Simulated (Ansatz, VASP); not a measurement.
# Cross-check of In27P26S between VASP and Ansatz

Wanted: the spread between two codes on one cell, functional and k mesh. The structure shown is the end of the VASP relaxation below.

Program: Ansatz 0.2.0. Level of theory: plane waves, with VASP 6.6.1 beside it; single point at PBEsol. Results are calculated unless marked as measured.

### 1. Set-up

The cell holds 54 atoms: 27 In, 1 S and 26 P. Cell: a = 12.581 Å, b = 12.581 Å, c = 12.581 Å, α = 60.0°, β = 60.0°, γ = 60.0°. It derives from InP. Nearest the centre at fractional (0.250, 0.250, 0.250): S28 at 0.03 Å, In14 at 2.64 Å, In11 at 2.64 Å, In5 at 2.68 Å, In13 at 2.68 Å, P43 at 4.18 Å, P37 at 4.18 Å, P29 at 4.19 Å. The cell carries charge +1.

### 2. VASP: relaxation, PBEsol

This run makes the geometry at which the two programs are then compared.

Lines of VASP's logs that name or quote its potential files are left out, and so is its time.

Contents of INCAR:

```
SYSTEM = In27P26S
PREC = Normal
ENCUT = 300
EDIFF = 1E-05
NELM = 120
ISMEAR = 0
SIGMA = 0.05
LREAL = Auto
ALGO = Fast
GGA = PS
NELECT = 216
NBANDS = 152
LORBIT = 11
LWAVE = True
LCHARG = .FALSE.
KPAR = 4
NCORE = 2
IBRION = 2
NSW = 50
ISIF = 2
EDIFFG = -0.03
POTIM = 0.4
MAXMIX = 40
ISYM = 0
```

Contents of POSCAR:

```
In27P26S
1.0
    0.0000000000      8.8963207311      8.8963207311
    8.8963207311      0.0000000000      8.8963207311
    8.8963207311      8.8963207311      0.0000000000
In S P
27 1 26
Direct
    0.0000000000      0.0000000000      0.0000000000
    0.0000000000      0.0000000000      0.3333333300
    0.0000000000      0.0000000000      0.6666666700
    0.0000000000      0.3333333300      0.0000000000
    0.0001541500      0.3315533900      0.3326298200
    0.0000000000      0.3333333300      0.6666666700
    0.0000000000      0.6666666700      0.0000000000
    0.0000000000      0.6666666700      0.3333333300
    0.0000000000      0.6666666700      0.6666666700
    0.3333333300      0.0000000000      0.0000000000
    0.3272508200      0.0048091600      0.3356659100
    0.3333333300      0.0000000000      0.6666666700
    0.3317035500      0.3355278400      0.9960721700
    0.3299281200      0.3344345900      0.3325997000
    0.3333333300      0.3333333300      0.6666666700
    0.3333333300      0.6666666700      0.0000000000
    0.3333333300      0.6666666700      0.3333333300
    0.3333333300      0.6666666700      0.6666666700
    0.6666666700      0.0000000000      0.0000000000
    0.6666666700      0.0000000000      0.3333333300
    0.6666666700      0.0000000000      0.6666666700
    0.6666666700      0.3333333300      0.0000000000
    0.6666666700      0.3333333300      0.3333333300
    0.6666666700      0.3333333300      0.6666666700
    0.6666666700      0.6666666700      0.0000000000
    0.6666666700      0.6666666700      0.3333333300
    0.6666666700      0.6666666700      0.6666666700
    0.2449086100      0.2510610900      0.2495918800
    0.2500000000      0.2500000000      0.5833333300
    0.2500000000      0.2500000000      0.9166666700
    0.2500000000      0.5833333300      0.2500000000
    0.2500000000      0.5833333300      0.5833333300
    0.2500000000      0.5833333300      0.9166666700
    0.2500000000      0.9166666700      0.2500000000
    0.2500000000      0.9166666700      0.5833333300
    0.2500000000      0.9166666700      0.9166666700
    0.5833333300      0.2500000000      0.2500000000
    0.5833333300      0.2500000000      0.5833333300
    0.5833333300      0.2500000000      0.9166666700
    0.5833333300      0.5833333300      0.2500000000
    0.5833333300      0.5833333300      0.5833333300
    0.5833333300      0.5833333300      0.9166666700
    0.5833333300      0.9166666700      0.2500000000
    0.5833333300      0.9166666700      0.5833333300
    0.5833333300      0.9166666700      0.9166666700
    0.9166666700      0.2500000000      0.2500000000
    0.9166666700      0.2500000000      0.5833333300
    0.9166666700      0.2500000000      0.9166666700
    0.9166666700      0.5833333300      0.2500000000
    0.9166666700      0.5833333300      0.5833333300
    0.9166666700      0.5833333300      0.9166666700
    0.9166666700      0.9166666700      0.2500000000
    0.9166666700      0.9166666700      0.5833333300
    0.9166666700      0.9166666700      0.9166666700
```

Contents of KPOINTS:

```
Automatic mesh
0
Gamma
2 2 2
0 0 0
```

The projector-augmented-wave data sets are In, S and P (PBE family, release 64).

Command:

```console
> mpirun -np 8 vasp_std
```

Numbers of over 12 decimals in the logs are rounded to 6 here.

The program printed:

```text
[banner, memory and clock lines left out]
running    8 mpi-ranks, on    1 nodes
[...]
|                                                                             |
|               ----> ADVICE to this user running VASP <----                  |
|                                                                             |
|     You enforced a specific xc type in the INCAR file but a different       |
|     [... a line on the potential file left out ...]
|     I HOPE YOU KNOW WHAT YOU ARE DOING!                                     |
|                                                                             |

 LDA part: xc-table for (Slater+PW92), standard interpolation
 POSCAR, INCAR and KPOINTS ok, starting setup
[...]
entering main loop
       N       E                     dE             d eps       ncg     rms          rms(c)
DAV:   1     0.652516105253E+03    0.65252E+03   -0.55179E+04  2432   0.729E+02
DAV:   2    -0.184057556814E+03   -0.83657E+03   -0.80065E+03  2936   0.149E+02
[...]
RMM:   8    -0.247257284707E+03    0.29069E+00   -0.33445E+00  2432   0.287E+00    0.147E+00
RMM:   9    -0.247193997009E+03    0.63288E-01   -0.38664E-01  2448   0.111E+00    0.828E-01
[...]
RMM:  13    -0.247199526631E+03   -0.15586E-03   -0.13384E-03  2452   0.715E-02    0.158E-01
RMM:  14    -0.247199511801E+03    0.14830E-04   -0.28900E-04  2473   0.353E-02    0.447E-02
RMM:  15    -0.247199520065E+03   -0.82638E-05   -0.90782E-05  2279   0.184E-02
   1 F= -.24719952E+03 E0= -.24719952E+03  d E =-.247200E+03
[... from here on, the cycles between the ionic steps are left out ...]
   2 F= -.24737781E+03 E0= -.24737781E+03  d E =-.178290E+00
   3 F= -.24742702E+03 E0= -.24742702E+03  d E =-.227501E+00
   4 F= -.24742724E+03 E0= -.24742724E+03  d E =-.227721E+00
   5 F= -.24744783E+03 E0= -.24744783E+03  d E =-.205883E-01
   6 F= -.24746068E+03 E0= -.24746068E+03  d E =-.334433E-01
   7 F= -.24746083E+03 E0= -.24746083E+03  d E =-.335861E-01
   8 F= -.24746319E+03 E0= -.24746319E+03  d E =-.236158E-02
 trial-energy change:   -0.002362  1 .order   -0.002309   -0.003411   -0.001207
 step:   2.2743(harm=  2.4215)  dis= 0.00502  next Energy=  -247.463468 (dE=-0.264E-02)
 reached required accuracy - stopping structural energy minimisation
 writing wavefunctions
```

OUTCAR, selected parts (step 2):

```text
  Total       -9.4654922     -9.4140222     -9.4477531      0.0113209     -0.0044026     -0.0728514
  in kB      -10.7694245    -10.7108641    -10.7492417      0.0128805     -0.0050091     -0.0828871
  external PRESSURE =     -10.7431767 kB  Pullay stress =       0.0000000 kB

 POSITION                                       TOTAL-FORCE (eV/Angst)
 -----------------------------------------------------------------------------------
      8.89641      0.00052      8.89625         0.001977     -0.001699     -0.004631
     11.86182     11.86554     17.77494         0.000125     -0.010225     -0.019926
     14.82681     14.82380     17.77478         0.004614      0.006270     -0.018518
     11.86451     17.77334     11.86365        -0.004025     -0.012088     -0.002835
      5.98734     11.79575     11.79521        -0.004214     -0.002895      0.006728
      8.91121     14.82487     11.86466         0.015209     -0.003052     -0.003211
     14.82657     17.77659     14.82276         0.001798     -0.014923      0.005920
      8.91104     11.86292     14.82328         0.018204     -0.000716      0.003078
     11.86535     14.82321     14.82377        -0.008365      0.006188      0.004483
     17.77646     11.86764     11.86231        -0.008967     -0.001447      0.009581
     11.82754      5.97158     11.80766        -0.011215      0.001949      0.002807
     14.82651      8.91243     11.86677        -0.004069      0.013164     -0.002891
     11.80076     11.78916      5.98837         0.002443      0.011367      0.000038
      5.97795      5.96474      5.97179         0.004971      0.004728      0.012576
[...]
-----------------------------------------------------------------------------------
    total drift:                                0.002247     -0.055343     -0.018682

  FREE ENERGIE OF THE ION-ELECTRON SYSTEM (eV)
  ---------------------------------------------------
  free  energy   TOTEN  =      -247.4631889693 eV

  energy  without entropy=     -247.4631889690  energy(sigma->0) =     -247.46318897

 reached required accuracy - stopping structural energy minimisation

[... 2 further parts left out ...]
```

### 3. Ansatz: single point, PBEsol

Ansatz runs on its default PAW (the set named soft_2) files.

The same cell, functional, mesh and smearing now go to Ansatz, which takes its cutoff from its data sets.

Contents of input.yaml:

```yaml
crystal:
  lattice:
    - [0.0, 8.89632073, 8.89632073]
    - [8.89632073, 0.0, 8.89632073]
    - [8.89632073, 8.89632073, 0.0]
  atoms:
    - { symbol: In, position: [2.003e-05, 0.99997248, 3.797e-05] }
    - { symbol: In, position: [0.99921374, 0.99879629, 0.33454407] }
    - { symbol: In, position: [0.99882665, 0.99916522, 0.66745752] }
    - { symbol: In, position: [0.99886662, 0.33467872, 0.99896368] }
    - { symbol: In, position: [0.98937664, 0.33647631, 0.33653678] }
    - { symbol: In, position: [0.9991948, 0.33446402, 0.66721008] }
    - { symbol: In, position: [0.99888361, 0.66728356, 0.99931174] }
    - { symbol: In, position: [0.99901777, 0.66720866, 0.33444596] }
    - { symbol: In, position: [0.99938101, 0.66690015, 0.66683708] }
    - { symbol: In, position: [0.33460412, 0.99879147, 0.9993899] }
    - { symbol: In, position: [0.33450387, 0.99274835, 0.33673823] }
    - { symbol: In, position: [0.33455915, 0.99933713, 0.66725131] }
    - { symbol: In, position: [0.33591258, 0.33721665, 0.98925943] }
    - { symbol: In, position: [0.33489007, 0.33637508, 0.33558206] }
    - { symbol: In, position: [0.33392117, 0.33384188, 0.66550681] }
    - { symbol: In, position: [0.33460322, 0.66725702, 0.99915187] }
    - { symbol: In, position: [0.33387941, 0.66623547, 0.33382387] }
    - { symbol: In, position: [0.33397557, 0.66629999, 0.66585519] }
    - { symbol: In, position: [0.6667743, 0.99917245, 0.9997702] }
    - { symbol: In, position: [0.6667973, 0.99936915, 0.33422295] }
    - { symbol: In, position: [0.66684534, 0.99940005, 0.66684317] }
    - { symbol: In, position: [0.6669051, 0.33435832, 0.99950416] }
    - { symbol: In, position: [0.66544932, 0.33376926, 0.33378196] }
    - { symbol: In, position: [0.66612482, 0.33374648, 0.66640129] }
    - { symbol: In, position: [0.66680968, 0.66688405, 0.99942737] }
    - { symbol: In, position: [0.66576246, 0.66699368, 0.33364498] }
    - { symbol: In, position: [0.66683258, 0.66689941, 0.66685928] }
    - { symbol: S, position: [0.24843513, 0.25153772, 0.24835456] }
    - { symbol: P, position: [0.24902063, 0.24920749, 0.58378045] }
    - { symbol: P, position: [0.24876897, 0.24879707, 0.91678003] }
    - { symbol: P, position: [0.24889565, 0.58457241, 0.24906899] }
    - { symbol: P, position: [0.24933471, 0.58356849, 0.5835064] }
    - { symbol: P, position: [0.24879982, 0.58519605, 0.91700145] }
    - { symbol: P, position: [0.24898236, 0.91757301, 0.24926509] }
    - { symbol: P, position: [0.24869084, 0.91764263, 0.58484169] }
    - { symbol: P, position: [0.24964085, 0.91681831, 0.91682766] }
    - { symbol: P, position: [0.58314251, 0.24928476, 0.24935093] }
    - { symbol: P, position: [0.5836338, 0.24936015, 0.58350324] }
    - { symbol: P, position: [0.58406874, 0.2491624, 0.91752225] }
    - { symbol: P, position: [0.5836232, 0.58358197, 0.24937798] }
    - { symbol: P, position: [0.58371363, 0.58351952, 0.5834057] }
    - { symbol: P, position: [0.58369459, 0.58347701, 0.91641259] }
    - { symbol: P, position: [0.58275847, 0.91820524, 0.24959236] }
    - { symbol: P, position: [0.58366658, 0.91647414, 0.58339161] }
    - { symbol: P, position: [0.58368911, 0.91642949, 0.91646174] }
    - { symbol: P, position: [0.916704, 0.24871315, 0.24886789] }
    - { symbol: P, position: [0.91729252, 0.24902789, 0.58459425] }
    - { symbol: P, position: [0.91650454, 0.24964041, 0.91679625] }
    - { symbol: P, position: [0.91698287, 0.58461671, 0.24916952] }
    - { symbol: P, position: [0.9164142, 0.58355464, 0.58354826] }
    - { symbol: P, position: [0.91635083, 0.58367539, 0.91641132] }
    - { symbol: P, position: [0.91643262, 0.91679661, 0.24970112] }
    - { symbol: P, position: [0.91640166, 0.91645213, 0.58357326] }
    - { symbol: P, position: [0.9163715, 0.91685996, 0.91709394] }
total_charge: 1
hamiltonian:
  xc: pbesol
  pseudopotentials: { kind: paw }
kpoints:
  mp_grid: { grid: [2, 2, 2] }
scf:
  occupations: { method: gaussian, width: 0.05 }
  n_extra_bands: 17
output:
  forces: true
  eigenvalues: true
```

Command:

```console
> ansatz run input.yaml --threads 8 --pin off --max-ram 18432MiB --backend cpu --events-out ev --progress --plain --runs-dir out
```

The program printed:

```text
scf.n_extra_bands = 17 over 243 filled bands (N_el = 486.0): the run solves 260 bands
Engine: ansatz 0.2.0, aarch64-unknown-linux-gnu
Pseudopotentials: kind: paw
Pseudopotential: In, paw, valence charge 13, recommended cutoff 420 eV (normal), In.paw.azcp
Pseudopotential: S, paw, valence charge 6, recommended cutoff 420 eV (normal), S.paw.azcp
Pseudopotential: P, paw, valence charge 5, recommended cutoff 420 eV (normal), P.paw.azcp
Functional definition: PBEsol
  exchange = pbesol_x
  correlation = pbesol_c
Crystal: 54 atoms, lattice volume = 1408.190 Å³
Basis set: ecut = 420 eV, 27389 PW (Γ), exchange–correlation on 180×180×180 points (8 copies of the dense FFT grid, shifted against one another)
Bands: 260, of which v1, the nominal top of the filled ones, is band 243 counted from 1 (242 counted from 0)
Symmetry: 1 space group operations
Space group: P1 (ITA 1), of the structure as read, at distance tolerance 1.1e-4 Å
k-points: 8
Non-local potential: In, projectors of the file, l = 0: 2, l = 1: 2, l = 2: 2, l = 3: 2
Non-local potential: S, projectors of the file, l = 0: 2, l = 1: 2, l = 2: 2
Non-local potential: P, projectors of the file, l = 0: 2, l = 1: 2, l = 2: 2
PAW form: soft (Blöchl's): semilocal exchange-correlation on the pseudo side does not see the compensation charge
PAW frozen core: In, regenerated for the run's functional, and the local potential with it (the file was generated under x = pbe(κ = 0.804, μ = 0.219515), c = pbe(β = 0.066725))
PAW frozen core: S, regenerated for the run's functional, and the local potential with it (the file was generated under x = pbe(κ = 0.804, μ = 0.219515), c = pbe(β = 0.066725))
PAW frozen core: P, regenerated for the run's functional, and the local potential with it (the file was generated under x = pbe(κ = 0.804, μ = 0.219515), c = pbe(β = 0.066725))
PAW one-centre angular grid: In, 590 points (default); XC on 64 Gauss nodes
PAW one-centre angular grid: S, 110 points (default); XC on 64 Gauss nodes
PAW one-centre angular grid: P, 110 points (default); XC on 64 Gauss nodes
Initial density: superposition of atomic densities (neutral atoms scaled as one to the charged cell's electrons: chi_scale 0, normalization atom), corrected by the library's trained network
Initial wavefunctions: pseudopotential atomic-orbital guess
Functional: x = pbesol(κ = 0.804, μ = 0.123457), c = pbesol(β = 0.046)
SCF iter   1: F=—  HF=-169330.634861 eV  |F-HF|=—  |Δ(HF+E_count)|=         —  Δρ=5.30e-3  dr2=9.02e-1  ethr=1.77e-3  ⟨swp⟩=7.5  Hψ=8772  notcnv=0
preconditioner: auto → Resta (q_TF=auto, 2.285 Å⁻¹)  ε∞=4.2  [insulator: Δε(μ)=0.314 eV  Ē_g=12.118 eV  σ=0.050 eV  W_gap=1.00  n_scr=282 (ndim 8)  ℏωp=21.8 eV  f_vac=0.026  D(μ)=0.00/eV (n_scr^D=0)  ε∞_Penn≈4.2]
SCF iter   2: F=—  HF=-169330.374659 eV  |F-HF|=—  |Δ(HF+E_count)|=   2.60e-1  Δρ=1.99e-3  dr2=1.16e-1  ethr=1.85e-4  ⟨swp⟩=2.1  Hψ=3450  notcnv=0  defer=79
SCF iter   3: F=—  HF=-169330.347572 eV  |F-HF|=—  |Δ(HF+E_count)|=   2.71e-2  Δρ=5.06e-4  dr2=4.51e-3  ethr=2.39e-5  ⟨swp⟩=2.0  Hψ=2841  notcnv=0  defer=79
SCF iter   4: F=—  HF=-169330.349454 eV  |F-HF|=—  |Δ(HF+E_count)|=   1.88e-3  Δρ=1.64e-4  dr2=7.28e-4  ethr=9.27e-7  ⟨swp⟩=2.4  Hψ=3385  notcnv=0  defer=79
SCF iter   5: F=—  HF=-169330.350008 eV  |F-HF|=—  |Δ(HF+E_count)|=   5.54e-4  Δρ=4.89e-5  dr2=5.75e-5  ethr=1.50e-7  ⟨swp⟩=2.0  Hψ=2875  notcnv=0  defer=79
SCF iter   6: F=—  HF=-169330.350680 eV  |F-HF|=—  |Δ(HF+E_count)|=   6.73e-4  Δρ=1.60e-5  dr2=9.99e-6  ethr=1.18e-8  ⟨swp⟩=3.9  Hψ=4632  notcnv=0  defer=79
SCF iter   7: F=—  HF=-169330.350680 eV  |F-HF|=—  |Δ(HF+E_count)|=   5.67e-7  Δρ=3.68e-6  dr2=1.70e-7  ethr=2.06e-9  ⟨swp⟩=2.0  Hψ=2733  notcnv=0  defer=79
SCF iter   8: F=-169330.350680 eV  HF=-169330.350680 eV  |F-HF|=3.70e-9  |Δ(HF+E_count)|=   2.45e-7  Δρ=6.81e-7  dr2=1.09e-8  ethr=2.06e-11  ⟨swp⟩=11.9  Hψ=11157  notcnv=0
SCF 1 converged in 8 iterations: F = -169330.350680 eV  dr2 = 1.09e-8
  greatest PAW one-centre occupation: 0.982 electrons in one spin orbital (limit 2), on the In atom at site 10 (counted from 0), in its partial waves of l = 2
SCF converged after 8 iterations
Free energy (F): -169330.350680 eV
Harris-Foulkes:  -169330.350680 eV  (|F-HF|=3.70e-9)
Internal energy: -169330.350680 eV  (E = F + TS)
E sigma→0 (E₀):  -169330.350680 eV
Entropy (-TS):   -0.000000 eV (-0.000 meV/atom)
Fermi energy:    6.602853 eV
--- Per-component energies (eV) ---
  E_band       = -1642.356101
  E_kinetic    = 8464.041665
  E_local      = -38392.950467  (includes V_loc(G=0)·N_el)
  E_nonlocal   = 10864.513701
  E_hartree    = 15079.984192
  E_xc         = -7413.705484
  E_vxc        = -4321.968103  (∫ρ·V_xc dr)
  E_paw        = -125283.600893  (= ΣΔE_a)
  E_vpaw       = -8415.953901  (= ΣTr[D̂ρ^β])
  E_aug_tail   = 0.000766  (compensation charges beyond the density's cutoff)
  E_ewald      = -32656.263975
  E_core_change = 7.629815  (= ΣΔE_core)
  E_smearing   = -0.000000  (= −TS)
  E_closure    = -0.000000  (closes the sum)
  E_deformation_potential = 12.598102  (in the stress; not in F)
  Σ components = -169330.350680   (vs F -169330.350680, Δ=0.00e0)
--- Forces (eV/Å), atoms counted from 1 ---
  atom   1  In     0.00192059    -0.00361835    -0.00471498
  atom   2  In     0.00100567    -0.01167597    -0.01791421
  atom   3  In     0.00417676     0.00495479    -0.01601849
  atom   4  In    -0.00509828    -0.01180121    -0.00375654
  atom   5  In     0.02223349    -0.02614371    -0.01455419
  atom   6  In     0.01586944    -0.00530212    -0.00298614
  atom   7  In    -0.00075881    -0.01600383     0.00381374
  atom   8  In     0.01582684     0.00017085     0.00013515
  atom   9  In    -0.01249081     0.01001116     0.00913560
  atom  10  In    -0.00879109    -0.00356499     0.00998191
  atom  11  In    -0.04475154     0.03104089    -0.02404403
  atom  12  In    -0.00589982     0.01072279    -0.00233985
  atom  13  In    -0.02509602    -0.01027156     0.02211057
  atom  14  In     0.03452185     0.03905496     0.04317227
  atom  15  In     0.00076935     0.00095471     0.01381182
  atom  16  In    -0.00408242    -0.00101505     0.00857272
  atom  17  In    -0.00340477     0.01702921    -0.00055852
  atom  18  In    -0.01374000    -0.00477245     0.00625676
  atom  19  In    -0.01579244    -0.01312108     0.00275296
  atom  20  In     0.00714379     0.01866578    -0.00091461
  atom  21  In     0.01291951    -0.01171238     0.00979492
  atom  22  In    -0.00284268    -0.01042870     0.01258822
  atom  23  In     0.02149742     0.00147177     0.00419594
  atom  24  In    -0.00245885    -0.01966382     0.00236942
[...]
atom  47  P     -0.00256282    -0.00962584     0.00005980
  atom  48  P      0.00253934    -0.00400851     0.00295122
  atom  49  P      0.00137237    -0.00580241    -0.00478019
  atom  50  P      0.00588613     0.00099975     0.00144318
  atom  51  P     -0.00282443    -0.00497651    -0.00006520
  atom  52  P      0.00260139     0.00242859    -0.00305183
  atom  53  P     -0.00081929     0.00096700    -0.00817396
  atom  54  P     -0.00137819    -0.00290390    -0.00095080
  max |Σ_I F_I| component: 1.38e-6 eV/Å
--- Band table (eV; the first three rows and the last of 8) ---
  k-point 0: bands = [... 239 lower, 5.7346, 6.4176, 6.4180, 6.4183, 6.7804, 7.6143, 7.9076, 7.9087, ... 13 higher]
  k-point 1: bands = [... 239 lower, 6.0789, 6.0790, 6.1783, 6.1793, 7.6844, 7.9510, 8.0252, 8.4557, ... 13 higher]
  k-point 2: bands = [... 239 lower, 6.0786, 6.0793, 6.1781, 6.1790, 7.6858, 7.9521, 8.0239, 8.4562, ... 13 higher]
  k-point 7: bands = [... 239 lower, 6.0787, 6.0788, 6.1783, 6.1791, 7.6859, 7.9527, 8.0240, 8.4550, ... 13 higher]
```

Elapsed: 70 s, on 8 threads of Arm Neoverse N1, shared host; peak memory 14 GiB; 9 min of CPU time.

### 4. Side by side

Known differences besides the potentials themselves: the data sets hold 486 valence electrons in Ansatz (default PAW (the set named soft_2) files) and 216 in VASP; the cutoff is 420 eV in Ansatz and 300 eV in VASP (PREC = Normal, projectors in real space); Ansatz makes its cores anew for this functional, VASP keeps those of its PBE data sets; VASP leaves aspherical gradient terms in its spheres out (LASPH is not set), Ansatz keeps them. Total energies have different zeros and are not compared.

Both answers:

| quantity | Ansatz | VASP | difference |
| --- | --- | --- | --- |
| gap on the k mesh (eV) | 0.362 | 0.417 | -0.055 |

At this near-relaxed geometry the largest component of a force difference is 34 meV/Å. A gap on the mesh is an upper bound, since the band edges may lie between its points. VASP's last cycles still show a density residual of 7e-03, so its state may not be settled.

### 5. Outcome

```
difference in gap on the k mesh (single point, PBEsol) : -0.055 eV
r.m.s. force difference (single point, PBEsol)         : 8.4 meV/Å
```

What this shows: The r.m.s. force difference is 8.4 meV/Å (single point, PBEsol), within the 12 meV/Å picked in this series as the mark of a large difference. How closely two codes agree says nothing of how well the functional describes the real material.

[Lines on the potential files, build, host, timing and source positions are cut from VASP's logs without a mark.]

[Logs are printed without paths, hosts, clocks, repeated set-up lines and the standing remarks that a program may print on its own settings, such as how far it seeks lower states.]

[Hosts, paths, dates, database ids (printed as entryN), source tags and the programs' standing remarks are cut or masked in the printed files.]
